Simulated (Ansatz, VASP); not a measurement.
# In in VASP and in Ansatz

```
CELL_PARAMETERS angstrom
-1.65735 1.65735 2.52222
1.65735 -1.65735 2.52222
1.65735 1.65735 -2.52222
ATOMIC_POSITIONS crystal
In 0.00000 0.00000 0.00000
```

Alike in both runs: task single point; functional LDA; k mesh 11 × 11 × 11; occupations fermi-dirac, width 0.05 eV; no spin polarisation.

|  | VASP | Ansatz |
| --- | --- | --- |
| version | VASP 6.6.1 | Ansatz 0.2.0 |
| potentials or method | VASP PAW LDA potentials, release 64 (In_d) | Ansatz PAW |
| plane-wave cutoff (eV) | 520 | 420 |
| valence electrons in the cell | 13 | 13 |

```csv
,VASP,Ansatz,Ansatz less VASP
gap on the k mesh at the Fermi level (eV),none,none,-
pressure (GPa),-4.3,-4.3,-0.02
largest component of the traceless stress (GPa),0.24,0.28,+0.043
```

A gap of «none» marks a metal or a gap that the smearing closes.

Caveats: the PAW data sets come from PBE, with cores solved anew for the run's functional, which leaves a small shift of forces and pressure (Ansatz).
